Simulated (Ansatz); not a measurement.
NiO2 in Ansatz: the effect of functional

The system is NiO2.

```xyz
3
Lattice="2.7610 0.0000 0.0000 -1.3805 2.3911 0.0000 0.0000 0.0000 4.5559" Properties=species:S:1:pos:R:3 pbc="T T T"
Ni    0.0000    0.0000    2.2779
O     0.0000    1.5940    1.3392
O     1.3805    0.7970    3.2166
```

The cell comes from a database or a generator and needn't be the stable form of this composition.

The cell isn't the ideal one: volume scaled by 0.96.

Alike in all runs:

- Program: Ansatz 0.2.0
- Task: single point
- Potentials or basis: Ansatz PAW
- k mesh: 11 × 11 × 6
- Occupations: fermi-dirac, width 0.05 eV
- Spin: collinear spin, ferromagnetic start
- Starting moments: [1.0, 0.0, 0.0] μB

Question: One run gave: gap on the mesh 0.86 eV; pressure -3.6 GPa; largest force 0.33 eV/Å. Which functional did it use?
A. LDA
B. PBEsol
C. r2SCAN

Answer: A.

| functional | cutoff | gap on the mesh (eV) | pressure (GPa) | largest force (eV/Å) |
| --- | --- | --- | --- | --- |
| LDA | 420 eV (not typed: the program's choice for these potentials) | 0.86 | -3.6 | 0.33 |
| PBEsol | 420 eV (not typed: the program's choice for these potentials) | 0.93 | 3.6 | 0.08 |
| r2SCAN | 500 eV (not typed: the program's choice for these potentials) | 1.44 | 3.0 | 0.14 |

Caveats: odd divisions of the mesh miss points on the zone boundary, where band edges often lie, so the gap on the mesh can be too wide; the PAW data sets come from PBE, with cores solved anew for the run's functional, which leaves a small shift of forces and pressure; the starting moments weren't kept; the magnetic or orbital state may not be the lowest (some runs).

A k mesh can miss the band edges.
